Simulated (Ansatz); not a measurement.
Structure search for Zr5N

Theory: DFT PBE, scalar-relativistic, plane waves, PAW (Ansatz). All cells share a 420 eV cutoff and Γ-centred k meshes spaced at most about 0.3 Å⁻¹ (about 0.25 or finer for metals, 2π included). No spin polarisation.

Energies over the elements count from the elements' standard structures at the same level (N₂ as a molecule), with no fitted energy shifts.

These are static total energies at zero pressure. Larger cells and other orderings weren't all tried, so the list isn't exhaustive. A magnetic state wasn't ruled out in cells without spin, among them P-6m2, Cmmm, F-43m at 29.5 Å³/atom, P6/mmm at 20.3 Å³/atom, P6/mmm at 32.3 Å³/atom and others.

Invented guesses were relaxed alike, and ends that match in structure were merged. ΔE counts from the first row. Coordination counts Zr atoms around N (those within 1.25 times the shortest such distance or 1.15 times the sum of covalent radii; a plus sign parts nearer from farther groups; the shortest distance is added where it is long for a bond). The ends were matched against large subsets of the Crystallography Open Database and the Materials Project, so a missing match doesn't prove that a structure is unreported.

| # | reached from | type and space group | atoms | Å³/atom | coordination | ΔE (meV/atom) | gap on mesh (eV) | in databases |
| --- | --- | --- | --- | --- | --- | --- | --- | --- |
| 1 | CeMg5 type (P-6m2) | P-6m2 (No. 187) | 6 | 19.8 | N 6 | 0 | 0.00 | no match |
| 2 | random cell | Cmmm (No. 65) | 6 | 22.8 | N 4 | 350 | 0.00 | no match |
| 3 | random cell | F-43m (No. 216) | 6 | 29.5 | N 4 | 893 | 0.00 | no match |
| 4 | random cell | P6/mmm (No. 191) | 6 | 20.3 | N 2+12 | 1124 | 0.00 | no match |
| 5 | random cell | P6/mmm (No. 191) | 6 | 32.3 | N 2+6 | 1261 | 0.00 | no match |
| 6 | Be5Au type (F-43m) | F-43m (No. 216) | 6 | 21.9 | N 16 from 3.4 Å | 1533 | 0.00 | no match |
| 7 | EuNi5 type (P6/mmm) | P6/mmm (No. 191) | 6 | 23.5 | N 6+12 from 3.2 Å | 1862 | 0.00 | no match |

The lowest: Space group P-6m2 (No. 187), hexagonal, a = 3.183 Å, c = 13.553 Å. Around Zr on a site of symmetry 3m lie 3 N at 2.34 Å, 1 Zr at 2.91 Å and 9 Zr at 3.18–3.28 Å; Zr on a second site of symmetry 3m has 12 Zr at 3.18–3.28 Å; around Zr on a site of symmetry -6m2 lie 12 Zr at 3.18–3.19 Å; N has 6 Zr at 2.34 Å. Its energy over the elements is −0.38 eV/atom. A negative formation energy is needed for stability but isn't enough: competing phases decide. An observed structure of this formula, if there is one, may be missing.

```xyz
6
Lattice="3.1832 0.0000 0.0000 -1.5916 2.7568 0.0000 0.0000 0.0000 13.5528" Properties=species:S:1:pos:R:3 pbc="T T T"
Zr    0.0000    1.8378   12.0979
Zr    0.0000    0.0000    9.3805
Zr    0.0000    1.8378    6.7764
Zr    0.0000    0.0000    4.1723
Zr    0.0000    1.8378    1.4549
N     0.0000    0.0000    0.0000
```

The second: Space group Cmmm (No. 65), orthorhombic, a = 3.327 Å, b = 11.247 Å, c = 7.316 Å. Zr on a site of symmetry m has 1 N at 2.13 Å, 6 Zr at 2.95–3.15 Å and 2 Zr at 3.33 Å; around Zr on a site of symmetry mmm lie 8 Zr at 3.07 Å and 2 Zr at 3.33 Å; around N lie 4 Zr at 2.13 Å. Counting Zr atoms around N, the first has N 6 and the second has N 4. Cells relaxed within their symmetry can be saddle points. Some types were kept out of the candidates beforehand, so the set may lack a known form.

The lowest cell keeps close-packed Zr layers and places N between two layers stacked directly above one another, so its six neighbours form a trigonal prism. This combines short Zr–N bonds, from N 2p and Zr 4d overlap, with a largely intact metal framework. Both parts matter: the two cells with fourfold N differ widely in energy, and the more open one, with probably weaker Zr–Zr bonding, lies higher. Density alone doesn't set the order, since P6/mmm at 20.3 Å³/atom is compact yet unfavourable. The two highest cells put N in cages with contacts from 3.2 or 3.4 Å, too long for effective Zr–N bonding.

The prismatic site is at odds with the known chemistry, as N occupies octahedral sites both in α-Zr and in rocksalt ZrN. The likely cause is that no ordered octahedral filling of hexagonal close-packed Zr appears among the candidates. Such an arrangement would probably lie lower, so the first row is better read as a stacking variant of nitrogen-poor Zr than as the ground state.
